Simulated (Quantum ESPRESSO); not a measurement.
# Sn (I4/mmm) in Quantum ESPRESSO: single point with PBEsol

Aim: the single point of Sn with PBEsol.

Everything below comes from runs of Quantum ESPRESSO 7.5. Logs are shortened: lines on timing, memory, paths and dates and some standing lists are left out, and cuts for length are marked.

### 1 Starting point

Symmetry: I4/mmm, No. 139, tetragonal system. Conventional cell: a = 4.058 Å, b = 4.058 Å, c = 3.322 Å, α = 90.00°, β = 90.00°, γ = 90.00°. Sn (site symmetry 4/mmm) is surrounded by 10 Sn at 3.32 Å.

This isn't the form of Sn at room conditions, which is tetragonal (white tin).

### 2 Single point, PBEsol

run.py reads:

```python
import numpy as np
from ase.calculators.espresso import Espresso, EspressoProfile
from ase import Atoms

atoms = Atoms(['Sn'],
              cell=[[-2.029189411, 2.029189411, 1.6607599896], [2.029189411, -2.029189411, 1.6607599896], [2.029189411, 2.029189411, -1.6607599896]],
              scaled_positions=[[0.0, 0.0, 0.0]],
              pbc=True)

input_data = {
    'control': {'calculation': 'scf', 'prefix': 'pwscf', 'outdir': './tmp', 'tprnfor': True, 'tstress': True, 'disk_io': 'nowf'},
    'system': {'ecutwfc': 68.0, 'ecutrho': 544.0, 'nbnd': 13, 'occupations': 'smearing', 'smearing': 'fd', 'degauss': 0.00367493},
    'electrons': {'conv_thr': 2e-10, 'electron_maxstep': 120, 'mixing_beta': 0.5},
}
pseudopotentials = {'Sn': 'sn_pbesol_v1.4.uspp.F.UPF'}
profile = EspressoProfile(command='mpirun -n 2 pw.x -nk 2', pseudo_dir='pseudo')
dft = Espresso(profile=profile, input_data=input_data, pseudopotentials=pseudopotentials, kpts=(10, 10, 10), koffset=(0, 0, 0))
atoms.calc = dft

print(f'energy {atoms.get_potential_energy():.8f} eV')
print('forces (eV/A)')
print(np.round(atoms.get_forces(), 6))
print('stress (eV/A^3, Voigt)')
print(np.round(atoms.get_stress(), 8))
print(f'Fermi level {dft.get_fermi_level():.4f} eV')
```

Potentials or basis: GBRV 1.5 PBEsol.

On the command line:

```
$ OMP_NUM_THREADS=1 python run.py
```

The log of the run:

```text
energy -2162.19005753 eV
forces (eV/A)
[[0. 0. 0.]]
stress (eV/A^3, Voigt)
[0.01575926 0.01575926 0.00927431 0.         0.         0.        ]
Fermi level 10.5451 eV
```

espresso.pwi:

```text
&CONTROL
   calculation      = 'scf'
   tstress          = .true.
   tprnfor          = .true.
   outdir           = './tmp'
   prefix           = 'pwscf'
   disk_io          = 'nowf'
   pseudo_dir       = 'pseudo'
/
&SYSTEM
   nbnd             = 13
   ecutwfc          = 68.0
   ecutrho          = 544.0
   occupations      = 'smearing'
   degauss          = 0.00367493
   smearing         = 'fd'
   ntyp             = 1
   nat              = 1
   ibrav            = 0
/
&ELECTRONS
   electron_maxstep = 120
   conv_thr         = 2e-10
   mixing_beta      = 0.5
/
&IONS
/
&CELL
/
&FCP
/
&RISM
/
ATOMIC_SPECIES
Sn 118.71 sn_pbesol_v1.4.uspp.F.UPF

K_POINTS automatic
10 10 10  0 0 0

CELL_PARAMETERS angstrom
-2.02918941100000 2.02918941100000 1.66075998960000
2.02918941100000 -2.02918941100000 1.66075998960000
2.02918941100000 2.02918941100000 -1.66075998960000

ATOMIC_POSITIONS angstrom
Sn 0.0000000000 0.0000000000 0.0000000000
```

espresso.pwo:

```text
This program is part of the open-source Quantum ESPRESSO suite
     for quantum simulation of materials; please cite
         "P. Giannozzi et al., J. Phys.:Condens. Matter 21 395502 (2009);
         "P. Giannozzi et al., J. Phys.:Condens. Matter 29 465901 (2017);
         "P. Giannozzi et al., J. Chem. Phys. 152 154105 (2020);
     in publications or presentations arising from this work. More details at

Warning: card &CELL ignored
Warning: card &FCP ignored
Warning: card &RISM ignored

     Message from routine setup:
[... 7 lines left out ...]
     --------------------
     sticks:   dense  smooth     PW     G-vecs:    dense   smooth      PW
     Sum        1483     745    253                39679    13961    2909

     Using Slab Decomposition

     bravais-lattice index     =            0
     lattice parameter (alat)  =       6.2656  a.u.
     unit-cell volume          =     184.5902 (a.u.)^3
     number of atoms/cell      =            1
     number of atomic types    =            1
     number of electrons       =        14.00
     number of Kohn-Sham states=           13
     kinetic-energy cutoff     =      68.0000  Ry
     charge density cutoff     =     544.0000  Ry
     scf convergence threshold =      2.0E-10
     mixing beta               =       0.5000
     number of iterations used =            8  plain     mixing
     Exchange-correlation= SLA  PW   PSX  PSC
                           (   1   4  10   8   0   0   0)

     celldm(1)=   6.265616  celldm(2)=   0.000000  celldm(3)=   0.000000
     celldm(4)=   0.000000  celldm(5)=   0.000000  celldm(6)=   0.000000

     crystal axes: (cart. coord. in units of alat)
               a(1) = (  -0.612009   0.612009   0.500890 )
               a(2) = (   0.612009  -0.612009   0.500890 )
               a(3) = (   0.612009   0.612009  -0.500890 )

     reciprocal axes: (cart. coord. in units 2 pi/alat)
               b(1) = (  0.000000  0.816982  0.998224 )
               b(2) = (  0.816982  0.000000  0.998224 )
               b(3) = (  0.816982  0.816982  0.000000 )

     PseudoPot. # 1 for Sn read from file:
     sn_pbesol_v1.4.uspp.F.UPF
     Pseudo is Ultrasoft + core correction, Zval = 14.0
     Generated by new atomic code, or converted to UPF format
     Using radial grid of  891 points,  6 beta functions with:
                l(1) =   0
                l(2) =   0
                l(3) =   1
                l(4) =   1
                l(5) =   2
                l(6) =   2
     Q(r) pseudized with  8 coefficients,  rinner =    1.350   1.350   1.350
                                                       1.350   1.350

     atomic species   valence    mass     pseudopotential
     Sn               14.00   118.71000     Sn( 1.00)

     16 Sym. Ops., with inversion, found

   Cartesian axes

     site n.     atom                  positions (alat units)
         1        Sn     tau(   1) = (   0.0000000   0.0000000   0.0000000  )

     number of k points=   102  Fermi-Dirac smearing, width (Ry)=  0.0037

     Number of k-points >= 100: set verbosity='high' to print them.

     Dense  grid:    39679 G-vectors     FFT dimensions: (  48,  48,  48)

     Smooth grid:    13961 G-vectors     FFT dimensions: (  36,  36,  36)

     Initial potential from superposition of free atoms

     starting charge      13.0000, renormalised to      14.0000
     Starting wfcs are    9 randomized atomic wfcs +    4 random wfcs

     Self-consistent Calculation

     iteration #  1     ecut=    68.00 Ry     beta= 0.50
     Davidson diagonalization with overlap
     ethr =  1.00E-02,  avg # of iterations =  7.2

     total energy              =    -158.64358013 Ry
     estimated scf accuracy    <       1.16998086 Ry

     iteration #  2     ecut=    68.00 Ry     beta= 0.50
     Davidson diagonalization with overlap
     ethr =  8.36E-03,  avg # of iterations =  2.0

     total energy              =    -158.91623248 Ry
     estimated scf accuracy    <       0.01179674 Ry

     iteration #  3     ecut=    68.00 Ry     beta= 0.50
     Davidson diagonalization with overlap
     ethr =  8.43E-05,  avg # of iterations =  4.5

     total energy              =    -158.91756171 Ry
     estimated scf accuracy    <       0.00295826 Ry

     iteration #  4     ecut=    68.00 Ry     beta= 0.50
     Davidson diagonalization with overlap
     ethr =  2.11E-05,  avg # of iterations =  2.7

     total energy              =    -158.91794355 Ry
     estimated scf accuracy    <       0.00031123 Ry

     iteration #  5     ecut=    68.00 Ry     beta= 0.50
     Davidson diagonalization with overlap
     ethr =  2.22E-06,  avg # of iterations =  4.0

     total energy              =    -158.91805485 Ry
     estimated scf accuracy    <       0.00001876 Ry

     iteration #  6     ecut=    68.00 Ry     beta= 0.50
     Davidson diagonalization with overlap
     ethr =  1.34E-07,  avg # of iterations =  1.6

     total energy              =    -158.91804921 Ry
     estimated scf accuracy    <       0.00000934 Ry

     iteration #  7     ecut=    68.00 Ry     beta= 0.50
     Davidson diagonalization with overlap
     ethr =  6.67E-08,  avg # of iterations =  2.0

     total energy              =    -158.91805193 Ry
     estimated scf accuracy    <       0.00000003 Ry

     iteration #  8     ecut=    68.00 Ry     beta= 0.50
     Davidson diagonalization with overlap
     ethr =  2.23E-10,  avg # of iterations =  4.3

     total energy              =    -158.91805196 Ry
     estimated scf accuracy    <          7.8E-10 Ry

     iteration #  9     ecut=    68.00 Ry     beta= 0.50
     Davidson diagonalization with overlap
     ethr =  5.55E-12,  avg # of iterations =  3.7

     total energy              =    -158.91805196 Ry
     estimated scf accuracy    <          9.4E-10 Ry

     iteration # 10     ecut=    68.00 Ry     beta= 0.50
     Davidson diagonalization with overlap
     ethr =  5.55E-12,  avg # of iterations =  2.0

     End of self-consistent calculation

     Number of k-points >= 100: set verbosity='high' to print the bands.

     the Fermi energy is    10.5451 ev

!    total energy              =    -158.91805196 Ry
     estimated scf accuracy    <          4.3E-13 Ry
     smearing contrib. (-TS)   =      -0.00034903 Ry
     internal energy E=F+TS    =    -158.91770293 Ry

     The total energy is F=E-TS. E is the sum of the following terms:
     one-electron contribution =     -54.43603648 Ry
     hartree contribution      =      37.32082836 Ry
     xc contribution           =     -42.53831461 Ry
     ewald contribution        =     -99.26418021 Ry

     convergence has been achieved in  10 iterations

     Forces acting on atoms (cartesian axes, Ry/au):

     atom    1 type  1   force =     0.00000000    0.00000000    0.00000000

     Total force =     0.000000     Total SCF correction =     0.000000

     Computing stress (Cartesian axis) and pressure

          total   stress  (Ry/bohr**3)                   (kbar)     P=      -21.79
  -0.00017164  -0.00000000  -0.00000000          -25.25       -0.00       -0.00
   0.00000000  -0.00017164  -0.00000000            0.00      -25.25       -0.00
  -0.00000000  -0.00000000  -0.00010101           -0.00       -0.00      -14.86

=------------------------------------------------------------------------------=
   JOB DONE.
=------------------------------------------------------------------------------=
```

Run time: 23 s. Hardware: 2 MPI ranks of Intel Xeon at 2.70GHz, shared host; peak memory 0.28 GiB.

What came out:

- Free energy: -2162.1902 eV
- Pressure: -2.2 GPa
- Band gap on the k mesh: none (metal or under the smearing width)

Stress tensor (GPa, compression positive):
```
-2.52  0.00  0.00
 0.00 -2.52  0.00
 0.00  0.00 -1.49
```

Levels at points of the mesh, in eV from the Fermi level:
```tsv
k point	band 3	band 4	band 5	band 6	band 7	band 8	band 9	band 10	band 11	band 12
(0.00, 0.00, 0.00)	-21.37	-21.36	-21.25	-11.01	6.81	6.81	9.34	10.30	11.41	12.79
(0.00, 0.00, -0.50)	-21.33	-21.29	-21.21	-7.25	-4.64	5.83	7.79	10.41	10.96	11.97
(0.00, -0.50, 0.00)	-21.29	-21.22	-21.20	-5.74	-4.12	3.12	4.37	7.22	7.43	13.90
(-0.50, -0.50, -0.50)	-21.22	-21.22	-21.19	-3.38	-1.52	-1.52	2.57	3.09	6.14	19.55
```

### 3 The reference run

An earlier run on the cell as given: functional PBEsol; potentials or basis GBRV 1.5 PBEsol; cutoff 925 eV; density cutoff 7401 eV; k mesh 10 × 10 × 10; occupations fermi-dirac, width 0.05 eV; no spin polarisation.

* Pressure: -2.2 GPa
* Band gap on the k mesh: none (metal or under the smearing width)
